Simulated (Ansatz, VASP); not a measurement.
## One calculation of AgCl, two programs

```xyz
4
Lattice="3.8966 0.0000 0.0000 0.0000 3.8966 0.0000 0.0000 0.0000 16.7553" Properties=species:S:1:pos:R:3 pbc="T T T"
Ag    0.0000    0.0000    7.0000
Ag    1.9483    1.9483    9.7245
Cl    1.9483    1.9483    7.0000
Cl    0.0000    0.0000    9.8479
```

Alike in both runs: functional PBE; dispersion D3(BJ); k mesh 7 × 7 × 1; occupations gaussian, width 0.05 eV; no spin polarisation.

Ansatz relaxed the structure, and its values are those at the end. VASP's run is a single point on that final structure, the one shown.

|  | VASP | Ansatz |
| --- | --- | --- |
| version | VASP 6.6.1 | Ansatz 0.2.0 |
| potentials or method | VASP PAW PBE potentials, release 64 (Ag, Cl) | scalar-relativistic, plane waves, PAW |
| plane-wave cutoff (eV) | 520 | 420 |
| valence electrons in the cell | 36 | 52 |

VASP gave:

- gap on the k mesh at the Fermi level (eV): 1.15
- least direct gap on the mesh (eV): 2.59
- rms of the force components (eV/Å): 0.107

Q: Estimate Ansatz's values.

A: gap on the k mesh at the Fermi level (eV): 1.16; least direct gap on the mesh (eV): 2.59; rms of the force components (eV/Å): 0.106.

The functional is the same, so the differences come from potentials, cutoffs and numerics. The two sets of potentials don't hold the same shells in valence.
